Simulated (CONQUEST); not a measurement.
PbSe (Clausthalite):

```xyz
4
Lattice="4.3284 0.0000 0.0000 0.0000 4.3284 0.0000 0.0000 0.0000 6.1213" Properties=species:S:1:pos:R:3 pbc="T T T"
Pb    2.1499    2.1662    3.0441
Pb    4.3141    0.0020    6.1047
Se    2.1393    2.1709    0.0094
Se    4.3035    0.0067    3.0701
```

The cell isn't the ideal one: atoms moved at random, drawn with an rms of 0.05 Å.

Base run:

```yaml
Program: CONQUEST 1.3
Functional: PBE
Potentials_or_basis: PseudoDojo NC PBE, SZ, linear scaling with L range 18 bohr, grid cutoff 120 Ha
Occupations: none (density matrix without k points)
Spin: no spin polarisation
```

Its results: pressure 12.1 GPa; largest force 0.016 eV/Å.

**Question.** The run is repeated on the same cell with these changes: potentials or basis from PseudoDojo NC PBE, SZ, linear scaling with L range 18 bohr, grid cutoff 120 Ha to PseudoDojo NC PBE, SZ, grid cutoff 120 Ha; occupations from none (density matrix without k points) to fermi-dirac, width 0.05 eV. What comes out?

**Answer.** Pressure 6.2 GPa; largest force 0.082 eV/Å.

Caveats: the atomic basis is small; the basis of atomic orbitals isn't converged, which shifts pressures, moduli and gaps; the density matrix is cut off at a finite range, which raises the energy and shifts forces and pressure (some runs).
